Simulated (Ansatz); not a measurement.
The system is Re.

```xyz
4
Lattice="2.7664 0.0000 0.0000 -1.3832 2.3958 0.0000 0.0000 0.0000 8.9388" Properties=species:S:1:pos:R:3 pbc="T T T"
Re    1.3832    0.7986    6.7041
Re    0.0000    0.0000    4.4694
Re    0.0000    1.5972    2.2347
Re    0.0000    0.0000    0.0000
```

Base run:

| Quantity | Value |
| --- | --- |
| Program | Ansatz 0.2.0 |
| Functional | PBE |
| Potentials or basis | Ansatz PAW |
| Cutoff | 420 eV (not typed: the program's choice for these potentials) |
| k mesh | 8 × 8 × 3 |
| Occupations | fermi-dirac, width 0.05 eV |
| Spin | no spin polarisation |

Its results: band gap on the k mesh none (metal or under the smearing width); pressure 3.6 GPa.

**Question.** The run is repeated on the same cell with these changes: cutoff from 420 eV (not typed: the program's choice for these potentials) to 300 eV; k mesh from 8 × 8 × 3 to 11 × 11 × 3. What comes out?

**Answer.** Band gap on the k mesh none (metal or under the smearing width); pressure 3.1 GPa.

Caveats: the pressure holds a Pulay correction of +11.4 GPa for the finite cutoff (some runs); the cutoff lies under the one recommended for these potentials (some runs).
